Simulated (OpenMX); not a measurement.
Write the native input for OpenMX 3.8.5 that does the following.

* Task: band structure
* Functional: LDA
* Potentials or basis: OpenMX 2013 LDA set, Ba10.0-s3p2d2, Ti7.0-s3p2d2, O6.0-s2p2d1, grid cutoff 400 Ry
* k mesh: 5 × 5 × 5
* Occupations: fermi-dirac, width 0.05 eV
* Spin: no spin polarisation
* Mixing scheme: rmm-diisk
* SCF threshold: 1e-08 Ha
* Solver: band
* Max SCF cycles: 100

The system is BaTiO3.

```
Ba Ti O
1.0
     3.99980    0.00000    0.00000
     0.00000    3.99980    0.00000
     0.00000    0.00000    4.01800
Ba Ti O
1 1 3
Direct
  0.00000 0.00000 0.00000
  0.50000 0.50000 0.49000
  0.00000 0.50000 0.51700
  0.50000 0.00000 0.51700
  0.50000 0.50000 0.01900
```

One way to write it, as run:

BaTiO3.dat

```
System.CurrrentDirectory             ./
System.Name                          BaTiO3
DATA.PATH                            ./DFT_DATA13
level.of.stdout                      1
level.of.fileout                     1
Species.Number                       3
<Definition.of.Atomic.Species
  Ba  Ba10.0-s3p2d2          Ba_CA13
  Ti  Ti7.0-s3p2d2           Ti_CA13
  O   O6.0-s2p2d1            O_CA13
Definition.of.Atomic.Species>

Atoms.Number                         5
Atoms.SpeciesAndCoordinates.Unit     FRAC
<Atoms.SpeciesAndCoordinates
    1  Ba    0.0000000000    0.0000000000    0.0000000000   5.000  5.000
    2  Ti    0.5000000000    0.5000000000    0.4900000000   6.000  6.000
    3  O     0.0000000000    0.5000000000    0.5170000000   3.000  3.000
    4  O     0.5000000000    0.0000000000    0.5170000000   3.000  3.000
    5  O     0.5000000000    0.5000000000    0.0190000000   3.000  3.000
Atoms.SpeciesAndCoordinates>

Atoms.UnitVectors.Unit               Ang
<Atoms.UnitVectors
     3.9998000000    0.0000000000    0.0000000000
     0.0000000000    3.9998000000    0.0000000000
     0.0000000000    0.0000000000    4.0180000000
Atoms.UnitVectors>

scf.XcType                           LDA
scf.SpinPolarization                 off
scf.ElectronicTemperature            580.226
scf.energycutoff                     400.0
scf.maxIter                          100
scf.EigenvalueSolver                 band
scf.Kgrid                            5 5 5
scf.Mixing.Type                      rmm-diisk
scf.Init.Mixing.Weight               0.05
scf.Min.Mixing.Weight                0.001
scf.Max.Mixing.Weight                0.3
scf.Mixing.History                   25
scf.Mixing.StartPulay                8
scf.criterion                        1.0e-8
scf.stress.tensor                    on
MD.Type                              nomd
Band.dispersion                      on
Band.Nkpath                          9
<Band.kpath
   12   0.000000  0.000000  0.000000    0.000000  0.500000  0.000000  G X
   12   0.000000  0.500000  0.000000    0.500000  0.500000  0.000000  X M
   17   0.500000  0.500000  0.000000    0.000000  0.000000  0.000000  M G
   12   0.000000  0.000000  0.000000    0.000000  0.000000  0.500000  G Z
   12   0.000000  0.000000  0.500000    0.000000  0.500000  0.500000  Z R
   12   0.000000  0.500000  0.500000    0.500000  0.500000  0.500000  R A
   17   0.500000  0.500000  0.500000    0.000000  0.000000  0.500000  A Z
   12   0.000000  0.500000  0.000000    0.000000  0.500000  0.500000  X R
   12   0.500000  0.500000  0.000000    0.500000  0.500000  0.500000  M A
Band.kpath>
```

Potentials or basis: OpenMX 2013 LDA set, Ba10.0-s3p2d2, Ti7.0-s3p2d2, O6.0-s2p2d1, grid cutoff 400 Ry.

The run is started by

```bash
$ openmx BaTiO3.dat -nt 1 > BaTiO3.std
```

It gave:

```yaml
Pressure: -6.5 GPa
Largest_force: 0.504 eV/Å
Band_gap_on_the_k_mesh: 1.48 eV, indirect (least direct gap 1.70 eV)
Band_gap_along_the_path: 1.33 eV, indirect (least direct gap 1.70 eV)
Mulliken_charges: Ba +1.37; Ti +0.00; O -0.46 e
```

Caveat: Mulliken charges move with the basis; spin-orbit coupling is left out, which moves the levels of the heavy elements; the mesh misses the band edges, which the band path finds closer together; the basis of atomic orbitals isn't converged, which shifts pressures, moduli and gaps.

It took 12 min on 1 thread of AMD EPYC 7571, with other jobs on the host, peak memory 1.9 GiB.
